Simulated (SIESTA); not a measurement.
ZnSe (Stilleite):

```
Se Zn
1.0
     0.00000    2.83380    2.83380
     2.83380    0.00000    2.83380
     2.83380    2.83380    0.00000
Se Zn
1 1
Direct
  0.75000 0.75000 0.75000
  0.00000 0.00000 0.00000
```

Base run:

| Property | Result |
| --- | --- |
| Program | SIESTA 5.4.2 |
| Functional | PBE |
| Potentials or basis | PseudoDojo 0.4 standard (PBE files, fully relativistic) |
| Basis | DZP (energy shift 0.003 Ry; two zetas on semicore shells) |
| Grid cutoff | 800 Ry |
| Energy shift | 0.003 Ry |
| k mesh | 6 × 6 × 6 |
| Occupations | fermi-dirac, width 0.05 eV |
| Spin | non-collinear spin, zero start, spin-orbit coupling |
| Starting moments | [[0.0, 0.0, 0.0], [0.0, 0.0, 0.0]] μB |

Its results: band gap on the k mesh 1.47 eV, direct; pressure 2.5 GPa.

Question: The run is repeated on the same cell with these changes: potentials or basis from PseudoDojo 0.4 standard (PBE files, fully relativistic) to PseudoDojo 0.4 standard (PBE files); spin from non-collinear spin, zero start, spin-orbit coupling to no spin polarisation. What comes out?

Answer: Band gap on the k mesh 1.59 eV, direct; pressure 2.4 GPa.

Spin-orbit coupling splits the band edges, which narrows the gap.

Caveats: short orbitals over semicore shells can move pressures by several GPa; the valence orbitals were made in a potential fitted to the semicore shell under them, which widens gaps by tenths of an eV or more; the basis of atomic orbitals isn't converged, which shifts pressures, moduli and gaps; the basis holds too few empty states to meet the f-sum rule, so the spectrum is short of weight at high energy (some runs).
